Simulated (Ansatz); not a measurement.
Input and command of a plane-wave DFT calculation in Ansatz:

```yaml
crystal:
  lattice:
    - [0.0, 2.13515, 2.13515]
    - [2.13515, 0.0, 2.13515]
    - [2.13515, 2.13515, 0.0]
  atoms:
    - { symbol: Mg, position: [0.0, 0.0, 0.0] }
    - { symbol: O, position: [0.5234175585, 0.4765824415, 0.4765824415] }
basis:
  ecutwfc: 420
kpoints:
  mp_grid: { grid: [10, 10, 10] }
hamiltonian:
  xc: pbe
scf:
  occupations: { method: gaussian, width: 0.05 }
output:
  forces: true
  stress: true
  eigenvalues: true
```

```bash
ansatz run input.yaml --threads 1 --pin off --max-ram 2560MiB --backend cpu --events-out ev --progress --plain --runs-dir out
```

Processor: Intel(R) Xeon(R) Platinum 8488C (Sapphire Rapids), 1 thread, on a host shared with other jobs.

Task: Estimate time, memory and problem size.

Result: About 1.4 s on 1 thread of Intel(R) Xeon(R) Platinum 8488C (Sapphire Rapids) (shared host), peak memory 0.35 GiB. It solves 12 bands at 102 k points (the mesh reduced by symmetry) with about 339 plane waves, in 6 SCF iterations.
